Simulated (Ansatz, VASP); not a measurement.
## HfN: VASP beside Ansatz

The input INCAR:

```
SYSTEM = HfN
PREC = Accurate ; ENCUT = 520
EDIFF = 1E-7 ; ISMEAR = -1
SIGMA = 0.05 ; LREAL = .FALSE.
LASPH = .TRUE. ; NELM = 80
ALGO = Normal ; ISIF = 2
LWAVE = .FALSE. ; LCHARG = .FALSE.
GGA = PE ; NBANDS = 23
```

KPOINTS

```
regular mesh
0
G
  10 10 5
  0 0 0
```

File POSCAR:

```
HfN
1.0
    3.1751483831      0.0000000000      0.0000000000
   -1.5875741916      2.7497591606      0.0000000000
    0.0000000000      0.0000000000      5.4880491538
Hf N
2 2
Direct
    0.3333333333      0.6666666667      0.2500000000
    0.6666666667      0.3333333333      0.7500000000
    0.0000000000      0.0000000000      0.5000000000
    0.0000000000      0.0000000000      0.0000000000
```

File input.yaml:

```yaml
crystal:
  lattice:
    - [3.1751483831, 0.0, 0.0]
    - [-1.5875741916, 2.7497591606, 0.0]
    - [0.0, 0.0, 5.4880491538]
  atoms:
    - { symbol: Hf, position: [0.3333333333, 0.6666666667, 0.25] }
    - { symbol: Hf, position: [0.6666666667, 0.3333333333, 0.75] }
    - { symbol: "N", position: [0.0, 0.0, 0.5] }
    - { symbol: "N", position: [0.0, 0.0, 0.0] }
hamiltonian:
  xc: pbe
  pseudopotentials: { kind: paw }
kpoints:
  mp_grid: { grid: [10, 10, 5] }
scf:
  occupations: { method: fermi_dirac, width: 0.05 }
output:
  forces: true
  stress: true
  eigenvalues: true
  write_density: true
  write_potential: true
  elf: true
  volumetric_format: npy
```

Change from the starting cell: volume scaled by 1.04.

Alike in both runs: task single point; functional PBE; k mesh 10 × 10 × 5; occupations fermi-dirac, width 0.05 eV; no spin polarisation.

```csv
,VASP,Ansatz
version,VASP 6.6.1,Ansatz 0.2.0
potentials or method,"VASP PAW PBE potentials, release 64 (Hf_pv, N)",Ansatz PAW
plane-wave cutoff (eV),520,420
valence electrons in the cell,30,62
```

|  | VASP | Ansatz | Ansatz less VASP |
| --- | --- | --- | --- |
| gap on the k mesh at the Fermi level (eV) | none | none | - |
| pressure (GPa) | -6.4 | -4.2 | +2.17 |
| largest component of the traceless stress (GPa) | 0.16 | 0.22 | +0.066 |

A gap of «none» marks a metal or a gap that the smearing closes. The functional is the same, so the differences come from potentials, cutoffs and numerics. The two sets of potentials don't hold the same shells in valence.

Caveats: the pressure holds a Pulay correction of +0.4 GPa for the finite cutoff (Ansatz). Spin-orbit coupling is left out, which matters for the levels of Hf.
